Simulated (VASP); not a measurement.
The system is La2O3.

```
CELL_PARAMETERS angstrom
3.93078 0.00000 0.00000
-1.96539 3.40415 0.00000
0.00000 0.00000 6.11195
ATOMIC_POSITIONS crystal
La 0.66667 0.33333 0.75376
La 0.33333 0.66667 0.24624
O 0.66667 0.33333 0.35411
O 0.33333 0.66667 0.64589
O 0.00000 0.00000 0.00000
```

The cell is a database's computed one.

```yaml
Program: VASP 6.6.1
Task: relaxation of cell and atoms
Functional: PBEsol
Potentials_or_basis: VASP PAW PBE potentials, release 64 (La, O)
Cutoff: 600 eV
k_mesh: 9 × 9 × 4
Occupations: gaussian, width 0.02 eV
Spin: no spin polarisation
```

At the start: pressure -3.3 GPa; volume 16.36 Å³/atom.

Q: How do energy, volume and symmetry change on relaxing?

A: Over 13 steps the energy falls by 4.4 meV/atom and the volume is 15.92 Å³/atom (-2.7 %); space group P-3m1 (No. 164, to 0.05 Å).

The path:
```
step  energy change (eV)  largest force (eV/Å)  pressure (GPa)  volume (Å³)
   1              0.0000                0.1029           -3.30        81.78
   2              0.0050                0.3956            3.89        77.86
   3             -0.0203                0.1244           -0.08        79.90
   4             -0.0203                0.1290           -0.01        79.86
   5             -0.0214                0.0238            0.04        79.70
   6             -0.0215                0.0155            0.06        79.65
   7             -0.0217                0.0174           -0.07        79.70
   8             -0.0217                0.0189           -0.14        79.72
   9             -0.0218                0.0211            0.05        79.61
  10             -0.0218                0.0152            0.01        79.63
  11             -0.0218                0.0088            0.01        79.62
  12             -0.0218                0.0055            0.02        79.60
  13             -0.0218                0.0039            0.02        79.60
```

Final structure:
```yaml
crystal:
  lattice:
    - [3.90358, 0.00000, 0.00000]
    - [-1.95179, 3.38060, 0.00000]
    - [0.00000, 0.00000, 6.03205]
  atoms:
    - { symbol: La, position: [0.66667, 0.33333, 0.75475] }
    - { symbol: La, position: [0.33333, 0.66667, 0.24525] }
    - { symbol: O, position: [0.66667, 0.33333, 0.35396] }
    - { symbol: O, position: [0.33333, 0.66667, 0.64604] }
    - { symbol: O, position: [0.00000, 0.00000, 0.00000] }
```

Caveat: the PAW data sets were made with another functional, which shifts forces and pressure a little.
